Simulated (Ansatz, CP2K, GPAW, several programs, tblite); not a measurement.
# WS₂ (R3m): methods side by side

WS₂ (started from an entry of an open crystallographic database), relaxed with r2SCAN+rVV10 in Ansatz, was computed with several methods. The symmetry is R3m (No. 160, trigonal); a = 3.172 Å, c = 18.712 Å in the conventional setting, 18.11 Å³ an atom. W has 6 S at 2.41 Å; S has 3 W at 2.41 Å. No spin polarisation and no zero-point or thermal motion.

```
CELL_PARAMETERS angstrom
1.58589 0.91561 6.23748
-1.58589 0.91561 6.23748
0.00000 -1.83122 6.23748
ATOMIC_POSITIONS crystal
W 0.00067 0.00067 0.00067
S 0.25056 0.25056 0.25056
S 0.41748 0.41748 0.41748
```

Gaps and times are for a single point on this cell; volume and bulk modulus come from each method's own relaxation or energy curve at fixed shape, which is too stiff where a cell has free coordinates or axes. Times are rough, from shared hosts (Arm Neoverse V2), and each method has its own mesh and cell size. A double dagger marks a value from a curve with shape and coordinates held. GFN1-xTB (tblite), GFN2-xTB (tblite) treat a cluster of cells at its zone centre, which samples few k points: where these miss a band edge, the gap comes out too large for that reason alone. Gaps from k meshes are read at a limited set of points (mesh, symmetry points, PBE's band edges), so each method's own least gap may be somewhat smaller. xTB and the PM methods were fitted mostly to molecules, and can miss a solid's gap by electronvolts. Minimal bases can be far off for gaps. Curves at held shape can't give the bulk modulus of a layered or molecular crystal, so none is listed. GLLB-SC's gap includes the derivative discontinuity. d marks a direct gap, i an indirect one (no mark: not told apart), a dash a value that wasn't computed or didn't pass its checks.

```tsv
method	kind	gap (eV)	own volume (Å³/atom)	bulk modulus (GPa)	atoms computed	processor time
light PBE (260 eV and a coarse mesh)	light plane-wave	1.07 i	–	–	3	1.2 s
GFN1-xTB (tblite)	tight binding	2.36	18.26‡	–	81	5.4 s
GFN2-xTB (tblite)	tight binding	1.42	19.07‡	–	81	11 s
PBE	semilocal	1.07 i	–	–	3	11 s
PBE/single zeta (GPAW)	small basis	1.05 i	–	–	3	15 s
r2SCAN	semilocal	1.18 i	–	–	3	22 s
PBE/SZV (CP2K)	small basis	0.56 i	18.82‡	–	3	23 s
PBE/DZVP (CP2K)	small basis	1.11 i	18.36‡	–	3	39 s
GLLB-SC (GPAW)	model potential	1.63	–	–	3	88 s
```

Against r2SCAN (1.18 eV) and with closed or daggered gaps left aside, the nearest gap at the points sampled is that of PBE/DZVP (CP2K) (-0.07 eV) and the farthest that of GFN1-xTB (tblite) (+1.18 eV). r2SCAN is only a yardstick of convenience: semilocal gaps usually lie below measured ones, which GLLB-SC and hybrids aim to mend.

Runs without a result: PM7 (MOPAC) (single point, out of time).

Spin-orbit coupling is left out, which matters wherever the heavy atoms make up the band edges.
